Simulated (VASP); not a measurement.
Here is a VASP 6.6.1 calculation.

File INCAR:

```
SYSTEM = Nb
ALGO = Normal ; EDIFF = 1E-7
ENCUT = 520 ; GGA = PE
ISIF = 2 ; ISMEAR = -1
LASPH = .True. ; LCHARG = .True.
LELF = .True. ; LREAL = .False.
LVHAR = .True. ; LWAVE = .False.
NBANDS = 12 ; NELM = 60
PREC = Accurate ; SIGMA = 0.05
```

File KPOINTS:

```
k-points
0
Gamma
  11 11 11
  0 0 0
```

File POSCAR:

```
Nb
1.0
   -1.6639500000      1.6639500000      1.6639500000
    1.6639500000     -1.6639500000      1.6639500000
    1.6639500000      1.6639500000     -1.6639500000
Nb
1
Direct
    0.0000000000      0.0000000000      0.0000000000
```

Potentials or basis: VASP PAW PBE potentials, release 64 (Nb_sv).

Command:

```bash
$ cat potpaw_PBE.64/Nb_sv/POTCAR > POTCAR
$ mpirun -np 1 vasp_std > vasp.out
```

(1) What does it give for the pressure?

(2) What does it give for the band gap on the k mesh?

Answers

(1) -2.3 GPa.

(2) none (metal or under the smearing width).
